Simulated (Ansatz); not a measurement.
## Relaxing W5Se9

The calculation used DFT PBE+D3(BJ), scalar-relativistic, plane waves, PAW in Ansatz. (420 eV cutoff, 2×2×2 k-mesh, Gaussian smearing of 0.01 eV, collinear spin)

What was changed: W on a Se site (Wyckoff letter f), charge +1, atoms relaxed at the host's cell.

Spin-orbit coupling is left out, which matters for the bands and energies of heavy elements.

In a supercell of 42 atoms the defect feels its periodic images, and the cell reads as a metal on the mesh, so a level in the gap can't be told from a carrier in the bands.

Command:

```bash
ansatz run input.yaml --threads 4 --pin off --max-ram 10240MiB --backend cpu --events-out ev --progress --plain --runs-dir out
```

Input:

```yaml
crystal:
  lattice:
    - [8.1976014835, 2.8397324539, 0.0]
    - [-1.6395202967, -8.5191973617, 0.0]
    - [0.0, 0.0, -12.7928244327]
  atoms:
    - { symbol: W, position: [0.3220658928, 0.6585878842, 0.7471455801], spin: 0.25 }
    - { symbol: W, position: [0.7619047619, 0.8095238095, 0.7465189557] }
    - { symbol: W, position: [0.4805011925, 0.3798140402, 0.7478062069] }
    - { symbol: W, position: [0.1916145312, 0.9578300094, 0.7478062069] }
    - { symbol: W, position: [0.9128406872, 0.5206208657, 0.7471455801], spin: 0.25 }
    - { symbol: W, position: [0.613598562, 0.0909273789, 0.7478062069] }
    - { symbol: W, position: [0.0508077058, 0.2493626787, 0.7471455801], spin: 0.25 }
    - { symbol: W, position: [0.0952380952, 0.4761904762, 0.2511574435] }
    - { symbol: W, position: [0.5232683065, 0.6182712556, 0.2532118992] }
    - { symbol: W, position: [0.2385163724, 0.191379605, 0.2530403509] }
    - { symbol: W, position: [0.9531573158, 0.762139908, 0.2532118992] }
    - { symbol: W, position: [0.6671489469, 0.332912199, 0.2530403509] }
    - { symbol: W, position: [0.3800489664, 0.9042796245, 0.2530403509] }
    - { symbol: W, position: [0.8092886634, 0.0481602649, 0.2532118992] }
    - { symbol: W, position: [0.0952380952, 0.4761904762, 0.6044112763], spin: 0.25 }
    - { symbol: Se, position: [0.5188757032, 0.6150660719, 0.615806685] }
    - { symbol: Se, position: [0.2419126698, 0.1996846689, 0.6152256235] }
    - { symbol: Se, position: [0.9563624995, 0.7609524884, 0.615806685] }
    - { symbol: Se, position: [0.6720577133, 0.3295159016, 0.6152256235] }
    - { symbol: Se, position: [0.3717439026, 0.8993708581, 0.6152256235] }
    - { symbol: Se, position: [0.8104760831, 0.0525528683, 0.615806685] }
    - { symbol: Se, position: [0.3342444034, 0.667107299, 0.1205458573] }
    - { symbol: Se, position: [0.7619047619, 0.8095238095, 0.1215101774] }
    - { symbol: Se, position: [0.4767113865, 0.3809007977, 0.1209930721] }
    - { symbol: Se, position: [0.1905277737, 0.9529534459, 0.1209930721] }
    - { symbol: Se, position: [0.9043212724, 0.5242799615, 0.1205458573] }
    - { symbol: Se, position: [0.6184751256, 0.094717185, 0.1209930721] }
    - { symbol: Se, position: [0.0471486099, 0.237184168, 0.1205458573] }
    - { symbol: Se, position: [0.0952380952, 0.4761904762, 0.886158581] }
    - { symbol: Se, position: [0.5253494914, 0.6186249983, 0.8782341821] }
    - { symbol: Se, position: [0.2408089376, 0.1941446246, 0.8801502462] }
    - { symbol: Se, position: [0.9528035731, 0.7638673502, 0.8782341821] }
    - { symbol: Se, position: [0.6676214012, 0.3306196338, 0.8801502462] }
    - { symbol: Se, position: [0.3772839469, 0.9038071702, 0.8801502462] }
    - { symbol: Se, position: [0.8075612212, 0.04607908, 0.8782341821] }
    - { symbol: Se, position: [0.3304758438, 0.6643280115, 0.3850295526] }
    - { symbol: Se, position: [0.7619047619, 0.8095238095, 0.3845289661] }
    - { symbol: Se, position: [0.4767498557, 0.3806467939, 0.384715611] }
    - { symbol: Se, position: [0.1907817775, 0.9532459189, 0.384715611] }
    - { symbol: Se, position: [0.9071005599, 0.5232906894, 0.3850295526] }
    - { symbol: Se, position: [0.6181826525, 0.0946787158, 0.384715611] }
    - { symbol: Se, position: [0.048137882, 0.2409527276, 0.3850295526] }
  host:
    lattice:
      - [3.2790405934, 0.0, 0.0]
      - [-1.6395202967, 2.8397324539, 0.0]
      - [0.0, 0.0, 12.7928244327]
    atoms:
      - { symbol: W, position: [0.6666666667, 0.3333333333, 0.2500158187] }
      - { symbol: W, position: [0.3333333333, 0.6666666667, 0.7499841813] }
      - { symbol: Se, position: [0.3333333333, 0.6666666667, 0.3816757244] }
      - { symbol: Se, position: [0.6666666667, 0.3333333333, 0.881643647] }
      - { symbol: Se, position: [0.3333333333, 0.6666666667, 0.118356353] }
      - { symbol: Se, position: [0.6666666667, 0.3333333333, 0.6183242756] }
total_charge: 1
basis:
  ecutwfc: 420
  xc_grid: 2
kpoints:
  mp_grid: { grid: [2, 2, 2], shift: [0.0, 0.0, 0.0] }
hamiltonian:
  xc: pbe
  dispersion: d3bj
scf:
  occupations: { method: gaussian, width: 0.01 }
output:
  forces: true
  stress: false
  eigenvalues: true
  populations: true
  charged_corrections:
    defect_position: [0.0952381, 0.47619048, 0.61832428]
    epsilon: [[15.759, 0.0, 0.0], [0.0, 15.759, 0.0], [0.0, 0.0, 8.2223]]
  write_density: true
  write_potential: true
  elf: true
  volumetric_format: npy
magnetization:
  spin_polarized: true
relax:
  adjacent_minimum: "off"
  f_tol: 0.025
  max_steps: 45
```

F is the free energy.

Steps:

```tsv
step	F − F(1) (eV)	largest force component (eV/Å)
1	0.0000	0.156
2	0.0180	0.220
3	-0.0095	0.040
4	-0.0110	0.003
```

Relaxed structure:

```yaml
crystal:
  lattice:
    - [8.19760, 2.83973, 0.00000]
    - [-1.63952, -8.51920, 0.00000]
    - [0.00000, 0.00000, -12.79282]
  atoms:
    - { symbol: W, position: [0.32324, 0.65818, 0.74772] }
    - { symbol: W, position: [0.76190, 0.80952, 0.74662] }
    - { symbol: W, position: [0.48060, 0.38117, 0.74766] }
    - { symbol: W, position: [0.19026, 0.95657, 0.74766] }
    - { symbol: W, position: [0.91325, 0.52220, 0.74772] }
    - { symbol: W, position: [0.61486, 0.09083, 0.74766] }
    - { symbol: W, position: [0.04923, 0.24819, 0.74772] }
    - { symbol: W, position: [0.09524, 0.47619, 0.25091] }
    - { symbol: W, position: [0.52376, 0.61838, 0.25322] }
    - { symbol: W, position: [0.23866, 0.19131, 0.25313] }
    - { symbol: W, position: [0.95305, 0.76252, 0.25322] }
    - { symbol: W, position: [0.66694, 0.33277, 0.25313] }
    - { symbol: W, position: [0.38012, 0.90449, 0.25313] }
    - { symbol: W, position: [0.80890, 0.04767, 0.25322] }
    - { symbol: W, position: [0.09524, 0.47619, 0.60450] }
    - { symbol: Se, position: [0.52010, 0.61575, 0.61533] }
    - { symbol: Se, position: [0.24121, 0.19884, 0.61548] }
    - { symbol: Se, position: [0.95568, 0.76150, 0.61533] }
    - { symbol: Se, position: [0.67191, 0.33021, 0.61548] }
    - { symbol: Se, position: [0.37259, 0.89952, 0.61548] }
    - { symbol: Se, position: [0.80993, 0.05133, 0.61533] }
    - { symbol: Se, position: [0.33465, 0.66739, 0.12082] }
    - { symbol: Se, position: [0.76190, 0.80952, 0.12146] }
    - { symbol: Se, position: [0.47675, 0.38086, 0.12111] }
    - { symbol: Se, position: [0.19056, 0.95303, 0.12111] }
    - { symbol: Se, position: [0.90403, 0.52439, 0.12082] }
    - { symbol: Se, position: [0.61840, 0.09468, 0.12111] }
    - { symbol: Se, position: [0.04703, 0.23678, 0.12082] }
    - { symbol: Se, position: [0.09524, 0.47619, 0.88681] }
    - { symbol: Se, position: [0.52551, 0.61822, 0.87865] }
    - { symbol: Se, position: [0.24104, 0.19468, 0.87941] }
    - { symbol: Se, position: [0.95321, 0.76443, 0.87865] }
    - { symbol: Se, position: [0.66793, 0.33039, 0.87941] }
    - { symbol: Se, position: [0.37675, 0.90350, 0.87941] }
    - { symbol: Se, position: [0.80700, 0.04592, 0.87865] }
    - { symbol: Se, position: [0.33065, 0.66431, 0.38459] }
    - { symbol: Se, position: [0.76190, 0.80952, 0.38453] }
    - { symbol: Se, position: [0.47687, 0.38075, 0.38459] }
    - { symbol: Se, position: [0.19068, 0.95326, 0.38459] }
    - { symbol: Se, position: [0.90712, 0.52348, 0.38459] }
    - { symbol: Se, position: [0.61817, 0.09456, 0.38459] }
    - { symbol: Se, position: [0.04795, 0.24078, 0.38459] }
```

The run converged. It took 8.6 min on 4 threads of Arm Neoverse V1, with other jobs on the host, peak memory 5.9 GiB.

The relaxation kept the symmetry at the defect while a level is partly filled, so a distortion that splits the level (Jahn–Teller) was held off and may lie lower. The cell is also small for a charged defect.